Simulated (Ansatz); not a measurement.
Computed with Ansatz, DFT, revPBE, plane waves (420 eV) with PAW, scalar-relativistic. (PAW data from PBE, frozen cores regenerated.)

An element in the simple cubic structure gives this curve. The cell is scaled uniformly from the relaxed one, with fractional coordinates and shape fixed. Energies are extrapolated to zero smearing, pressures are those at the given smearing. Magnetic state: spin not included.

| V (Å³/atom) | E − E₀ (meV/atom) | P (GPa) |
| --- | --- | --- |
| 29.438 | 87.6 | 8.08 |
| 30.776 | 35.0 | 4.72 |
| 32.114 | 7.6 | 2.06 |
| 33.452 | 0.0 | -0.05 |
| 34.790 | 8.1 | -1.70 |
| 36.128 | 28.6 | -3.00 |
| 37.466 | 58.7 | -4.02 |

Which element is it?
A. lead
B. yttrium
C. indium
D. tellurium

D. Its fit is V₀ = 33.38 Å³/atom, B₀ = 47 GPa, B₀′ = 4.9.
